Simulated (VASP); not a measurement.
A run of VASP 6.6.1 is set up as follows.

Contents of POSCAR:

```
ZrB3
1.0
    4.1970564485      0.0000000000      0.0000000000
    0.0000000000      4.1970564485      0.0000000000
    0.0000000000      0.0000000000      4.1970564485
Zr B
2 6
Direct
    0.0000000000      0.0000000000      0.0000000000
    0.5000000000      0.5000000000      0.5000000000
    0.0000000000      0.5000000000      0.2500000000
    0.0000000000      0.5000000000      0.7500000000
    0.2500000000      0.0000000000      0.5000000000
    0.7500000000      0.0000000000      0.5000000000
    0.5000000000      0.7500000000      0.0000000000
    0.5000000000      0.2500000000      0.0000000000
```

The input INCAR.step1:

```
ALGO = Normal ; EDIFF = 1E-4
ENCUT = 520 ; GGA = PE
ISMEAR = 0 ; LASPH = T
LCHARG = F ; LREAL = F
LWAVE = T ; NBANDS = 31
NELM = 100 ; PREC = Accurate
SIGMA = 0.1
```

File INCAR.step2:

```
ALGO = Normal ; EDIFF = 1E-6
ENCUT = 520 ; ISIF = 2
ISMEAR = 0 ; ISTART = 1
LASPH = T ; LCHARG = T
LELF = T ; LMIXTAU = T
LREAL = F ; LVHAR = T
LWAVE = F ; METAGGA = R2SCAN
NBANDS = 31 ; NELM = 100
PREC = Accurate ; SIGMA = 0.1
```

The input KPOINTS:

```
k-points
0
Gamma
  4 4 4
```

Potentials or basis: VASP PAW PBE potentials, release 64 (Zr_sv, B).

Run with:

```console
$ cat potpaw_PBE.64/Zr_sv/POTCAR potpaw_PBE.64/B/POTCAR > POTCAR
$ cp INCAR.step1 INCAR
$ mpirun -np 1 vasp_std > vasp.out
$ cp INCAR.step2 INCAR
$ mpirun -np 1 vasp_std > vasp.out
```

Task: Estimate the band gap on the k mesh.

Result: None (metal or under the smearing width).

Task: Predict the pressure.

Result: 30.0 GPa.

Caveat: the k mesh is coarse (spacing up to 0.37 Å⁻¹), so the values aren't converged; a pressure of tens of GPa on the cell as given is suspect, and the run, the potentials or the cell itself is likely at fault; the PAW data sets were made with another functional, which shifts forces and pressure a little.
